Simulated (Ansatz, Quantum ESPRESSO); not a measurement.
## BN (001), zinc blende: a film clamped to its substrate

A thin film takes the in-plane lattice of its substrate and is free along the normal. How do the free axis and the stress follow the misfit? The strained cell has c along the film normal; unstrained it is a = 2.5492 Å, b = 2.5492 Å, c = 3.6052 Å, α = 90.00°, β = 90.00°, γ = 90.00°, with 4 atoms.

Calculated with Ansatz 0.2.0, PBEsol, PAW files of the set soft_1, cutoff 600 eV, Fermi–Dirac smearing 0.02 eV, k-mesh 11×11×8, no spin polarisation, no spin-orbit coupling.

Relaxed positions at 0 %:

```csv
atom,x,y,z
N,0.5000,0.0000,0.7500
N,0.0000,0.5000,0.2500
B,0.0000,0.0000,0.0000
B,0.5000,0.5000,0.5000
```

| ε∥ (%) | a (Å) | c (Å) | ε⊥ (%) | σ (GPa, tension positive) |
| --- | --- | --- | --- | --- |
| −3 | 2.4728 | 3.6540 | 1.356 | −29.86 |
| −2 | 2.4982 | 3.6379 | 0.909 | −19.19 |
| 0 | 2.5492 | 3.6052 | 0.000 | −0.01 |
| 1 | 2.5747 | 3.5886 | −0.458 | 8.58 |
| 2 | 2.6002 | 3.5718 | −0.924 | 16.57 |
| 3 | 2.6257 | 3.5549 | −1.395 | 24.00 |

**Question.** Fit both responses and give the free strain and the stress at −1 %, a row left out above.

Least squares with y = y0 + y1 ε + y2 ε² (ε in %) gives ε⊥ = 0.001 + (−0.4584) ε + (−0.0023) ε² and σ = −0.03 + (8.964) ε + (−0.322) ε² GPa. The linear terms put the ratio of free to applied strain at −0.458 and the biaxial modulus at 896 GPa.

At −1 % the free strain comes out as 0.457 %. The run itself gives 0.457 %, so the estimate misses by 0.000 %, a rounding's worth.

The stress comes out as −9.32 GPa. The run itself gives −9.25 GPa, so the estimate misses by 0.07 GPa; the fitted rows themselves lie up to 0.06 GPa off the law.

For a cubic crystal strained in (001), ε⊥/ε∥ = −R with R = 2C12/C11, the modulus is C11 + C12 − 2C12²/C11 = C11(1 + R/2 − R²/2), so C11 = 797 GPa and C12 = 183 GPa.

The negative ε² term means that the crystal stiffens in compression and softens in tension.

The same fit over all rows at other levels or in other programs gives the strain ratio = −0.460 with PBEsol (Quantum ESPRESSO, GBRV) and −0.466 with LDA (Quantum ESPRESSO, GBRV).

[Logs are printed without paths, hosts, clocks, repeated set-up lines and the standing remarks that a program may print on its own settings, such as how far it seeks lower states.]
